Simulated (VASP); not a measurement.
# AlN (P6_3mc) in VASP: notebook

One crystal, AlN, is run at these levels: LDA; tasks: relaxation of shape and atoms at fixed volume.

Everything below comes from runs of VASP 6.6.1. Logs are shortened: lines on timing, memory, paths and dates and some standing lists are left out, and cuts for length are marked.

## 1. The structure

It takes space group P6_3mc (No. 186, hexagonal). The conventional cell has a = 3.092 Å, b = 3.092 Å, c = 4.948 Å, α = 90.00°, β = 90.00°, γ = 120.00°. Al (site symmetry 3m) is surrounded by 4 N at 1.88 to 1.89 Å. N (site symmetry 3m) is surrounded by 4 Al at 1.88 to 1.89 Å.

## 2. Relaxation of shape and atoms at fixed volume, LDA

Input file INCAR:

```
PREC = Accurate ; ENCUT = 520
EDIFF = 1E-7 ; ISMEAR = 0
SIGMA = 0.02 ; LREAL = F
LASPH = T ; NELM = 80
ALGO = Normal ; ISIF = 4
LWAVE = F ; LCHARG = F
IBRION = 2 ; NSW = 80
EDIFFG = -0.002
```

Input file KPOINTS:

```
regular mesh
0
Gamma
  12 12 6
```

Input file POSCAR:

```
AlN                                     
1.0
    3.0918179742      0.0000000000      0.0000000000
   -1.5459089871      2.6775929076      0.0000000000
    0.0000000000      0.0000000000      4.9484331351
  Al              N             
     2     2
Direct
     0.3333333300000021    0.6666666699999979    0.9990168631311178
     0.6666666699999979    0.3333333300000021    0.4990168631311178
     0.3333333300000021    0.6666666699999979    0.3809831368688847
     0.6666666699999979    0.3333333300000021    0.8809831368688847
```

Potentials or basis: VASP PAW LDA potentials, release 64 (Al, N).

Run with:

```sh
> cat potpaw_LDA.64/Al/POTCAR potpaw_LDA.64/N/POTCAR > POTCAR
> mpirun -np 1 vasp_std > vasp.out
```

OUTCAR:

```text
PREC = Accurate
   ENCUT = 520
   EDIFF = 1E-7
   ISMEAR = 0
   LREAL = F
   LASPH = T
   NELM = 80
   ISIF = 4
   IBRION = 2
   NSW = 80
   EDIFFG = -0.002

 ion  position               nearest neighbor table
   1  0.333  0.667  0.999-   4 1.88   4 1.88   4 1.88   3 1.89   2 3.05   2 3.05   2 3.05   2 3.05
                             2 3.05   2 3.05
   2  0.667  0.333  0.499-   3 1.88   3 1.88   3 1.88   4 1.89   1 3.05   1 3.05   1 3.05   1 3.05
                             1 3.05   1 3.05
   3  0.333  0.667  0.381-   2 1.88   2 1.88   2 1.88   1 1.89
   4  0.667  0.333  0.881-   1 1.88   1 1.88   1 1.88   2 1.89

  LATTYP: Found a hexagonal cell.
 ALAT       =     3.0918179742
 C/A-ratio  =     1.6004930356

  Lattice vectors:

 A1 = (   3.0918179742,   0.0000000000,   0.0000000000)
 A2 = (  -1.5459089871,   2.6775929076,   0.0000000000)
 A3 = (   0.0000000000,   0.0000000000,   4.9484331351)

Analysis of symmetry for initial positions (statically):
=====================================================================
 Subroutine PRICEL returns:
 Original cell was already a primitive cell.

 Routine SETGRP: Setting up the symmetry group for a
 hexagonal supercell.

 Subroutine GETGRP returns: Found 12 space group operations
 (whereof  6 operations were pure point group operations)
 out of a pool of 24 trial point group operations.

The static configuration has the point symmetry C_3v.
 The point group associated with its full space group is C_6v.

Analysis of symmetry for dynamics (positions and initial velocities):
=====================================================================
 Subroutine PRICEL returns:
 Original cell was already a primitive cell.

 Routine SETGRP: Setting up the symmetry group for a
 hexagonal supercell.

 Subroutine GETGRP returns: Found 12 space group operations
 (whereof  6 operations were pure point group operations)
 out of a pool of 24 trial point group operations.

The dynamic configuration has the point symmetry C_3v.
 The point group associated with its full space group is C_6v.

 Subroutine INISYM returns: Found 12 space group operations
 (whereof  6 operations are pure point group operations),
 and found     1 'primitive' translations

----------------------------------------------------------------------------------------

                                     Primitive cell

  volume of cell :      40.9662

  direct lattice vectors                    reciprocal lattice vectors
     3.091817974  0.000000000  0.000000000     0.323434306  0.186734884  0.000000000
    -1.545908987  2.677592908  0.000000000     0.000000000  0.373469767  0.000000000
     0.000000000  0.000000000  4.948433135     0.000000000  0.000000000  0.202084169

  length of vectors
     3.091817974  3.091817973  4.948433135     0.373469767  0.373469767  0.202084169

  position of ions in fractional coordinates (direct lattice)
     0.333333330  0.666666670  0.999016863
     0.666666670  0.333333330  0.499016863
     0.333333330  0.666666670  0.380983137
     0.666666670  0.333333330  0.880983137

  ion indices of the primitive-cell ions
   primitive index   ion index
                 1           1
                 2           2
                 3           3
                 4           4

----------------------------------------------------------------------------------------

 KPOINTS: regular mesh

Automatic generation of k-mesh.
 Grid dimensions read from file:
 generate k-points for:   12   12    6

 Generating k-lattice:

  Cartesian coordinates                     Fractional coordinates (reciprocal lattice)
     0.026952859  0.015561240  0.000000000     0.083333333  0.000000000  0.000000000
     0.000000000  0.031122481  0.000000000     0.000000000  0.083333333  0.000000000
     0.000000000  0.000000000  0.033680695     0.000000000  0.000000000  0.166666667

  Length of vectors
     0.031122481  0.031122481  0.033680695

  Shift w.r.t. Gamma in fractional coordinates (k-lattice)
     0.000000000  0.000000000  0.000000000

 Subroutine IBZKPT returns following result:
 ===========================================

 Found     76 irreducible k-points:

 Following reciprocal coordinates:
            Coordinates               Weight
  0.000000  0.000000  0.000000      1.000000
  0.083333  0.000000  0.000000      6.000000
  0.166667  0.000000  0.000000      6.000000
  0.250000  0.000000  0.000000      6.000000
  0.333333  0.000000  0.000000      6.000000
  0.416667  0.000000  0.000000      6.000000
[... 16 lines left out ...]
  0.250000  0.000000  0.166667     12.000000
  0.333333  0.000000  0.166667     12.000000
 [... further k-points ...]
   k-points           NKPTS =     76   k-points in BZ     NKDIM =     76   number of bands    NBANDS=     12
   number of dos      NEDOS =    301   number of ions     NIONS =      4
   total plane-waves  NPLWV =  23040
   dimension x,y,z NGX =    24 NGY =   24 NGZ =   40
   dimension x,y,z NGXF=    48 NGYF=   48 NGZF=   80
   ions per type =               2   2
   NGX,Y,Z   is equivalent  to a cutoff of  12.90, 12.90, 13.44 a.u.
   NGXF,Y,Z  is equivalent  to a cutoff of  25.81, 25.81, 26.88 a.u.
 SYSTEM =  unknown system
   PREC   = accura    normal or accurate (medium, high low for compatibility)
   ISTART =      0    job   : 0-new  1-cont  2-samecut
   ICHARG =      2    charge: 1-file 2-atom 10-const
   ISPIN  =      1    spin polarized calculation?
   LNONCOLLINEAR =      F non collinear calculations
   LSORBIT =      F    spin-orbit coupling
   LASPH  =      T    aspherical Exc in radial PAW
   ENCUT  =  520.0 eV  38.22 Ry    6.18 a.u.   5.75  5.75  9.20*2*pi/ulx,y,z
   NELM   =     80;   NELMIN=  2; NELMDL= -5     # of ELM steps
   EDIFF  = 0.1E-06   stopping-criterion for ELM
   LREAL  =      F    real-space projection
   EDIFFG = -.2E-02   stopping-criterion for IOM
   NSW    =     80    number of steps for IOM
   IBRION =      2    ionic relax: 0-MD 1-quasi-New 2-CG
   NFREE  =      1    steps in history (QN), initial steepest desc. (CG)
   ISIF   =      4    stress and relaxation
   ISYM   =      2    0-nonsym 1-usesym 2-fastsym
   POTIM  = 0.5000    time-step for ionic-motion
   TEBEG  =    0.0;   TEEND  =   0.0 temperature during run
   PSTRESS=    0.0 pullay stress
   NELECT =      16.0000    total number of electrons
   NUPDOWN=      -1.0000    fix difference up-down
   EMIN   =  10.00;   EMAX   =-10.00  energy-range for DOS
   EFERMI =   0.00;   METHOD = LEGACY
   ISMEAR =     0;   SIGMA  =   0.02  broadening in eV -4-tet -1-fermi 0-gaus
   EFERMI_NEDOS =   21; number of points for ismear=-14 and -15
   IALGO  =     38    algorithm
   IMIX   =      4    mixing-type and parameters
     AMIX     =   0.40;   BMIX     =  1.00
     AMIX_MAG =   1.60;   BMIX_MAG =  1.00
  volume/ion in A,a.u.               =      10.24        69.11
  Fermi-wavevector in a.u.,A,eV,Ry     =   1.196665  2.261370 19.483656  1.432008
  Thomas-Fermi vector in A             =   2.332600
   LORBIT       =      0    0 simple, 1 ext, 2 COOP (PROOUT), +10 PAW based schemes
   GGA     = CA    functional components
   LHFCALC =     F    Hartree Fock is set to
   AEXX    =    0.0000 exact exchange contribution
   IVDW    =     0    specifies the selected vdW correction
   LEPSILON=     F    determine dielectric tensor
   LRPA    =     F    only Hartree local field effects (RPA)
 conjugate gradient relaxation of ions
 non-spin polarized calculation
 Gauss-broadening in eV      SIGMA  =   0.02
  energy-cutoff  :      520.00
  volume of cell :       40.97
 maximum number of plane-waves:      1124
 NGX is ok and might be reduce to    24
   NGX = 11   NGY = 11   NGZ = 19

 number of electron      15.9999997 magnetization

 Free energy of the ion-electron system (eV)
  ---------------------------------------------------
  ext. energy  EPLUGINS =         0.00000000
  ---------------------------------------------------
  free energy    TOTEN  =       -32.84137475 eV

  energy without entropy =      -32.84137475  energy(sigma->0) =      -32.84137475

 E-fermi :   6.1888     XC(G=0): -11.3299

 val. band max:        6.0844594262   @ k =   0.0000   0.0000   0.0000
 cond. band min:      10.4812282220   @ k =   0.0000   0.0000   0.0000
 fundamental gap:      4.3967687958
 Fermi energy:         6.1887623050

 k-point     1 :       0.0000    0.0000    0.0000
  band No.  band energies     occupation
      1      -9.0696      2.00000
      2      -6.7857      2.00000
      3      -0.0555      2.00000
      4       5.1965      2.00000
      5       5.1965      2.00000
      6       5.8572      2.00000
      7       5.8572      2.00000
      8       6.0845      2.00000
      9      10.4812      0.00000
     10      12.7886      0.00000
     11      16.7155      0.00000
     12      17.1604      0.00000

 k-point     2 :       0.0833    0.0000    0.0000
  band No.  band energies     occupation
      1      -8.9771      2.00000
      2      -6.7323      2.00000
      3       0.0519      2.00000
      4       4.7757      2.00000
      5       5.0757      2.00000
      6       5.4513      2.00000
      7       5.8453      2.00000
      8       6.0455      2.00000
      9      10.8850      0.00000
     10      13.1542      0.00000
     11      16.3301      0.00000
     12      16.5538      0.00000

 k-point     3 :       0.1667    0.0000    0.0000
  band No.  band energies     occupation
      1      -8.7071      2.00000
      2      -6.5859      2.00000
      3       0.3688      2.00000
      4       3.7513      2.00000
      5       4.5751      2.00000
      6       4.7932      2.00000
      7       5.7789      2.00000
      8       5.9081      2.00000
      9      11.7098      0.00000
     10      13.8218      0.00000
     11      15.2177      0.00000
     12      15.8272      0.00000
[... 286 lines left out ...]
 k-point    23 :       0.2500    0.0000    0.1667
  band No.  band energies     occupation
      1      -8.1858      2.00000
      2      -6.5606      2.00000
      3       1.0391      2.00000
      4       2.7275      2.00000
      5       3.4053      2.00000
      6       4.5380      2.00000
      7       5.5605      2.00000
      8       5.5681      2.00000
      9      12.1940      0.00000
     10      13.5788      0.00000
     11      14.4194      0.00000
     12      16.1383      0.00000

 k-point    24 :       0.3333    0.0000    0.1667
  band No.  band energies     occupation
      1      -7.6758      2.00000
      2      -6.3516      2.00000
      3       1.0620      2.00000
      4       2.0744      2.00000
      5       2.6724      2.00000
      6       4.2645      2.00000
      7       5.2711      2.00000
      8       5.4082      2.00000
      9      11.9034      0.00000
     10      12.6721      0.00000
     11      14.6212      0.00000
     12      16.2393      0.00000

 [... further k-points ...]
[... 5 lines left out ...]
  --------------------------------------------------------------------------------------
  -------------------------------------------------------------------------------------
  Total       -0.0031385     -0.0031385      0.0009934      0.0000000      0.0000000      0.0000000
  in kB       -0.1227460     -0.1227460      0.0388509      0.0000000      0.0000000      0.0000000
  external PRESSURE =      -0.0688804 kB  Pullay stress =       0.0000000 kB

 VOLUME and BASIS-vectors are now :
 -----------------------------------------------------------------------------
  energy-cutoff  :      520.00
  volume of cell :       40.97
      direct lattice vectors                 reciprocal lattice vectors
     3.091817974  0.000000000  0.000000000     0.323434306  0.186734884  0.000000000
    -1.545908987  2.677592908  0.000000000     0.000000000  0.373469767  0.000000000
     0.000000000  0.000000000  4.948433135     0.000000000  0.000000000  0.202084169

 POSITION                                       TOTAL-FORCE (eV/Angst)
 -----------------------------------------------------------------------------------
     -0.00000      1.78506      4.94357         0.000000      0.000000      0.000341
      1.54591      0.89253      2.46935         0.000000     -0.000000      0.000341
     -0.00000      1.78506      1.88527         0.000000      0.000000     -0.000341
      1.54591      0.89253      4.35949        -0.000000      0.000000     -0.000341
 -----------------------------------------------------------------------------------
    total drift:                               -0.000008      0.000005     -0.000668

  FREE ENERGIE OF THE ION-ELECTRON SYSTEM (eV)
  ---------------------------------------------------
  free  energy   TOTEN  =       -32.8413747530 eV

  energy  without entropy=      -32.8413747530  energy(sigma->0) =      -32.84137475

 reached required accuracy - stopping structural energy minimisation
```

Run time: 15 s. Hardware: 1 thread of Intel Xeon Platinum 8488C (Sapphire Rapids), shared host; peak memory 0.16 GiB.

What came out:

```yaml
Free_energy: -32.8414 eV
Pressure_after_relaxing: 0.0 GPa
Band_gap_on_the_k_mesh: 4.40 eV, direct
```

Final structure:
```
Al N
1.0
     3.09182    0.00000    0.00000
    -1.54591    2.67759    0.00000
     0.00000    0.00000    4.94843
Al N
2 2
Cartesian
  0.0000 1.7851 4.9436
  1.5459 0.8925 2.4694
  0.0000 1.7851 1.8853
  1.5459 0.8925 4.3595
```

Caveat: the relaxation stopped at its first step, so nothing moved. A k mesh can miss the band edges.

(Part 1 of 2 ends here.)
